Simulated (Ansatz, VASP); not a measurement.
# Cross-check of Ga3As3H8 (GaAs wire along [110], 6 atoms a period, H-terminated) between VASP and Ansatz

Wanted: the spread between two codes on one cell, functional and k mesh. The structure shown is the start of the Ansatz relaxation below; VASP solves that cell, so the two are compared at the walk's first step.

Calculated with Ansatz 0.2.0; plane waves, with VASP 6.6.1 beside it; single point at PBE.

## Step 1: Set-up

The cell holds 14 atoms: 8 H, 3 Ga and 3 As. Its edges and angles: a = 12.920 Å, b = 13.446 Å, c = 4.066 Å, α = 90.0°, β = 90.0°, γ = 90.0°. Vacuum lies along a and b. The structure's axis is c.

## Step 2: Ansatz: relaxation, PBE

Ansatz runs on its PAW soft_1 files.

The two programs are compared at the cell with which this relaxation starts, whose forces are those of its first step.

input.yaml reads:

```yaml
crystal:
  lattice:
    - [12.92, 0.0, 0.0]
    - [0.0, 13.446, 0.0]
    - [0.0, 0.0, 4.0658639918]
  atoms:
    - { symbol: H, position: [0.373078908, 0.252863305, 0.0] }
    - { symbol: Ga, position: [0.443683662, 0.348807422, 0.0] }
    - { symbol: H, position: [0.736811636, 0.499999747, 0.182708374] }
    - { symbol: H, position: [0.263157895, 0.499999747, 0.311267102] }
    - { symbol: As, position: [0.554945272, 0.651192071, 0.5] }
    - { symbol: As, position: [0.554945272, 0.348807422, 0.5] }
    - { symbol: H, position: [0.62420943, 0.745314465, 0.5] }
    - { symbol: H, position: [0.62420943, 0.254685029, 0.5] }
    - { symbol: Ga, position: [0.666206882, 0.499999747, 0.5] }
    - { symbol: H, position: [0.263157895, 0.499999747, 0.688732898] }
    - { symbol: H, position: [0.736811636, 0.499999747, 0.817291626] }
    - { symbol: As, position: [0.332422052, 0.499999747, 0.0] }
    - { symbol: H, position: [0.373078908, 0.747136188, 0.0] }
    - { symbol: Ga, position: [0.443683662, 0.651192071, 0.0] }
kpoints:
  mp_grid: { grid: [1, 1, 20] }
scf:
  occupations: { method: fermi_dirac, width: 0.05 }
hamiltonian:
  xc: pbe
  pseudopotentials: { kind: paw, azcp: { folder: soft_1 } }
relax:
  cell: { fix: [a, b, alpha, beta, gamma] }
  max_steps: 45
  f_tol: 0.03
```

Run with:

```sh
ansatz run input.yaml --threads 4 --pin off --max-ram 16384MiB --backend cpu --events-out ev --progress --plain --runs-dir out
```

Numbers of over 12 decimals in the logs are rounded to 6 here.

The program printed:

```text
Engine: ansatz 0.2.0, aarch64-unknown-linux-gnu
Pseudopotentials: kind: paw
Pseudopotential: H, paw, valence charge 1, recommended cutoff 420 eV (normal), soft_1/H.paw.azcp
Pseudopotential: Ga, paw, valence charge 13, recommended cutoff 420 eV (normal), soft_1/Ga.paw.azcp
Pseudopotential: As, paw, valence charge 15, recommended cutoff 420 eV (normal), soft_1/As.paw.azcp
Functional definition: PBE
  parameter kappa = 0.804
  parameter beta = 0.066725
  exchange = pbe_x(kappa = kappa, mu = beta*pi^2/3)
  correlation = pbe_c(beta = beta)
Crystal: 14 atoms, lattice volume = 706.331 Å³
Basis set: ecut = 420 eV, 13839 PW (Γ), exchange–correlation on 180×180×60 points (8 copies of the dense FFT grid, shifted against one another)
Bands: 60, of which v1, the nominal top of the filled ones, is band 46 counted from 1 (45 counted from 0)
Symmetry: 4 space group operations
Space group: Pmm2 (ITA 25), of the structure as read, at distance tolerance 8.9e-5 Å
k-points: 11 of 20
Non-local potential: H, projectors of the file, l = 0: 2, l = 1: 1
Non-local potential: Ga, projectors of the file, l = 0: 2, l = 1: 2, l = 2: 3, l = 3: 1
Non-local potential: As, projectors of the file, l = 0: 2, l = 1: 2, l = 2: 3, l = 3: 1
PAW form: soft (Blöchl's): semilocal exchange-correlation on the pseudo side does not see the compensation charge
PAW one-centre angular grid: H, 110 points (default); XC on 64 Gauss nodes
PAW one-centre angular grid: Ga, 590 points (default); XC on 64 Gauss nodes
PAW one-centre angular grid: As, 590 points (default); XC on 64 Gauss nodes
Initial density: superposition of atomic densities (neutral atoms: chi_scale 0, normalization atom)
Initial wavefunctions: pseudopotential atomic-orbital guess
Functional: x = pbe(κ = 0.804, μ = 0.219515), c = pbe(β = 0.066725)
SCF iter   1: F=—  HF=-26045.379922 eV  |F-HF|=—  |Δ(HF+E_count)|=         —  Δρ=3.33e-2  dr2=8.31e0  ethr=3.10e-3  ⟨swp⟩=7.0  Hψ=2916  notcnv=0  defer=4
preconditioner: auto → Resta (q_TF=auto, 1.942 Å⁻¹)  ε∞=1.6  [insulator: Δε(μ)=2.091 eV  Ē_g=13.884 eV  σ=0.050 eV  W_gap=1.00  n_scr=92 (ndim 8)  ℏωp=11.0 eV  f_vac=0.630  D(μ)=0.00/eV (n_scr^D=0)  ε∞_Penn≈1.6  vacuum switching on, ρ_ref=1.4e-2 e/Å³]
SCF iter   2: F=—  HF=-26043.040495 eV  |F-HF|=—  |Δ(HF+E_count)|=    2.34e0  Δρ=1.36e-2  dr2=1.37e0  ethr=3.10e-3  ⟨swp⟩=3.2  Hψ=1042  notcnv=0  defer=95
preconditioner: auto → LDOS  [metal: Δε(μ)=0.011 eV  Ē_g=13.939 eV  σ=0.050 eV  W_gap=0.05  n_scr=92 (ndim 8)  ℏωp=11.0 eV  f_vac=0.649  D(μ)=1.47/eV (n_scr^D=4)  β→1.0]
SCF iter   3: F=—  HF=-26042.833660 eV  |F-HF|=—  |Δ(HF+E_count)|=   2.07e-1  Δρ=5.70e-3  dr2=5.37e-1  ethr=1.49e-3  ⟨swp⟩=3.4  Hψ=1254  notcnv=0  defer=82
SCF iter   4: F=—  HF=-26042.700364 eV  |F-HF|=—  |Δ(HF+E_count)|=   1.33e-1  Δρ=2.84e-3  dr2=1.18e-1  ethr=5.84e-4  ⟨swp⟩=4.0  Hψ=1092  notcnv=0  defer=82
SCF iter   5: F=—  HF=-26042.685052 eV  |F-HF|=—  |Δ(HF+E_count)|=   1.53e-2  Δρ=1.34e-3  dr2=4.36e-2  ethr=1.28e-4  ⟨swp⟩=3.2  Hψ=1207  notcnv=0  defer=79
SCF iter   6: F=—  HF=-26042.679540 eV  |F-HF|=—  |Δ(HF+E_count)|=   5.51e-3  Δρ=6.94e-4  dr2=1.23e-2  ethr=4.74e-5  ⟨swp⟩=2.0  Hψ=659  notcnv=0  defer=79
SCF iter   7: F=—  HF=-26042.677946 eV  |F-HF|=—  |Δ(HF+E_count)|=   1.59e-3  Δρ=1.59e-4  dr2=2.89e-4  ethr=1.34e-5  ⟨swp⟩=2.0  Hψ=647  notcnv=0  defer=79
SCF iter   8: F=—  HF=-26042.677954 eV  |F-HF|=—  |Δ(HF+E_count)|=   7.65e-6  Δρ=5.46e-5  dr2=1.52e-5  ethr=3.14e-7  ⟨swp⟩=2.0  Hψ=925  notcnv=0  defer=79
SCF iter   9: F=—  HF=-26042.677963 eV  |F-HF|=—  |Δ(HF+E_count)|=   8.93e-6  Δρ=1.69e-5  dr2=1.42e-6  ethr=1.65e-8  ⟨swp⟩=2.0  Hψ=821  notcnv=0  defer=79
SCF iter  10: F=—  HF=-26042.677966 eV  |F-HF|=—  |Δ(HF+E_count)|=   2.90e-6  Δρ=4.50e-6  dr2=2.85e-7  ethr=1.55e-9  ⟨swp⟩=2.1  Hψ=1036  notcnv=0  defer=79
SCF iter  11: F=-26042.677966 eV  HF=-26042.677966 eV  |F-HF|=7.33e-9  |Δ(HF+E_count)|=   1.30e-7  Δρ=1.48e-6  dr2=2.12e-8  ethr=1.09e-10  ⟨swp⟩=4.1  Hψ=2182  notcnv=0
SCF 1 converged in 11 iterations: F = -26042.677966 eV  dr2 = 2.12e-8
  greatest PAW one-centre occupation: 0.999 electrons in one spin orbital (limit 2), on the As atom at site 11 (counted from 0), in its partial waves of l = 2
relax step   1: F+E_penalty+E_count = -26042.67796587 eV  Δ(F+E_penalty+E_count) = +0.000e0 eV  max|allowed force component| = 1.298e0 eV/Å  Δτ_max = 0.0000 Å  P = +0.081 GPa  Ω = 706.331 Å³  fix = [a, b, alpha, beta, gamma]  reactions: a -0.249, b -0.237 GPa  (11 SCF iters, dr2 threshold 1.00e-7 eV, accepted)
[...]
relax step   4: F+E_penalty+E_count = -26043.55676868 eV  Δ(F+E_penalty+E_count) = -6.888e-3 eV  max|allowed force component| = 8.693e-2 eV/Å  Δτ_max = 0.0374 Å  P = -0.069 GPa  Ω = 741.626 Å³  energy of the carried Pulay correction = -5.015e-3 eV  fix = [a, b, alpha, beta, gamma]  reactions: a -0.062, b -0.071 GPa  (6 SCF iters, dr2 threshold 1.40e-6 eV, accepted)
[...]
relax step   5: F+E_penalty+E_count = -26043.55921572 eV  Δ(F+E_penalty+E_count) = -2.447e-3 eV  max|allowed force component| = 1.229e-2 eV/Å  Δτ_max = 0.0132 Å  P = -0.010 GPa  Ω = 740.437 Å³  energy of the carried Pulay correction = -4.850e-3 eV  fix = [a, b, alpha, beta, gamma]  reactions: a -0.012, b -0.004 GPa  (5 SCF iters, dr2 threshold 4.72e-7 eV, accepted)
[...]
relax step   6: F+E_penalty+E_count = -26043.56537038 eV  Δ(F+E_penalty+E_count) = -6.155e-3 eV  max|allowed force component| = 1.094e-2 eV/Å  Δτ_max = 0.0000 Å  P = -0.005 GPa  Ω = 740.437 Å³  fix = [a, b, alpha, beta, gamma]  reactions: a -0.010, b -0.001 GPa  stress off target by 3.07e-3 GPa on what of the cell is left free  SCF on the basis re-selected at this cell (its energy is not comparable with the rows above)  (7 SCF iters)
basis re-selected at this cell: Δ(F+E_penalty+E_count) = -6.155e-3 eV, ΔP = +0.006 GPa vs the last step (what re-selecting the basis moved, of the pressure what is left beyond the Pulay correction that the steps carried, after the strain that the cell walked since its last selection, with what the two solves' SCF thresholds leave and, on support functions, any second-order correction that the steps lacked; it is no m [...]
SCF converged after 7 iterations
Free energy (F): -26043.565370 eV
Harris-Foulkes:  -26043.565370 eV  (|F-HF|=3.64e-11)
Internal energy: -26043.565370 eV  (E = F + TS)
E sigma→0 (E₀):  -26043.565370 eV
Entropy (-TS):   -0.000000 eV (-0.000 meV/atom)
Fermi energy:    -1.545385 eV
--- Per-component energies (eV) ---
  E_band       = -1854.893997
  E_kinetic    = 728.345480
  E_local      = -36147.536559  (includes V_loc(G=0)·N_el)
  E_nonlocal   = -1453.864355
  E_hartree    = 18527.774437
  E_xc         = -468.174676
  E_vxc        = -475.078457  (∫ρ·V_xc dr)
  E_paw        = -12018.582877  (= ΣΔE_a)
  E_vpaw       = -1562.299928  (= ΣTr[D̂ρ^β])
  E_aug_tail   = -0.008221  (compensation charges beyond the density's cutoff)
  E_ewald      = 4788.481401
  E_smearing   = -0.000000  (= −TS)
  E_closure    = -0.000000  (closes the sum)
  Σ components = -26043.565370   (vs F -26043.565370, Δ=0.00e0)
--- Forces (eV/Å), atoms counted from 1 ---
  atom   1  H     -0.00213774     0.00154520    -0.00000000
  atom   2  Ga    -0.00003354     0.00238482     0.00000000
  atom   3  H     -0.00724824     0.00000000     0.01093765
  atom   4  H      0.00037617    -0.00000000    -0.00618597
  atom   5  As     0.00286763     0.00442716    -0.00000000
  atom   6  As     0.00286763    -0.00442716    -0.00000000
  atom   7  H     -0.00021390    -0.00327580    -0.00000000
  atom   8  H     -0.00021390     0.00327580    -0.00000000
  atom   9  Ga     0.00845497    -0.00000000     0.00000000
  atom  10  H      0.00037617    -0.00000000     0.00618597
  atom  11  H     -0.00724824     0.00000000    -0.01093765
  atom  12  As     0.00432452    -0.00000000     0.00000000
  atom  13  H     -0.00213774    -0.00154520     0.00000000
  atom  14  Ga    -0.00003354    -0.00238482     0.00000000
  max |Σ_I F_I| component: 2.56e-7 eV/Å
--- Stress (GPa, compression-positive) ---
       -0.010264       0.000000      -0.000000
        0.000000      -0.000993       0.000000
       -0.000000       0.000000      -0.003065
  P = ⅓ Tr σ = -0.0048 GPa (-0.048 kbar)
--- Relaxed structure (5 steps of the walk, 5 accepted, 1 SCFs on fresh bases) ---
  F+E_penalty+E_count = -26043.56537038 eV   max|allowed force component| = 1.094e-2 eV/Å   (the final SCF, on the basis selected at the relaxed cell)
  cell:  # Å, volume = 740.4374 Å³
    - [12.92, 0, 0]
    - [0, 13.446, 0]
    - [0, 0, 4.262189]
  atoms:
    - { symbol: H, position: [0.368565, 0.245178, 1.0630040172733414e-18] }
    - { symbol: Ga, position: [0.445250, 0.335205, 0] }
    - { symbol: H, position: [0.735523, 0.500000, 0.180685] }
    - { symbol: H, position: [0.271159, 0.500000, 0.264077] }
    - { symbol: As, position: [0.547841, 0.640489, 0.5] }
    - { symbol: As, position: [0.547841, 0.359511, 0.5] }
    - { symbol: H, position: [0.612297, 0.735494, 0.5] }
    - { symbol: H, position: [0.612297, 0.264506, 0.5] }
    - { symbol: Ga, position: [0.678939, 0.500000, 0.5] }
    - { symbol: H, position: [0.271159, 0.500000, 0.735923] }
    - { symbol: H, position: [0.735523, 0.500000, 0.819315] }
    - { symbol: As, position: [0.350191, 0.500000, -2.867649702537043e-18] }
    - { symbol: H, position: [0.368565, 0.754822, 1.0630040172733416e-18] }
    - { symbol: Ga, position: [0.445250, 0.664795, 0] }
```

[end of part 1 of 2]

[Lines on the potential files, build, host, timing and source positions are cut from VASP's logs without a mark.]

[Logs are printed without paths, hosts, clocks, repeated set-up lines and the standing remarks that a program may print on its own settings, such as how far it seeks lower states.]

[Hosts, paths, dates, database ids (printed as entryN), source tags and the programs' standing remarks are cut or masked in the printed files.]
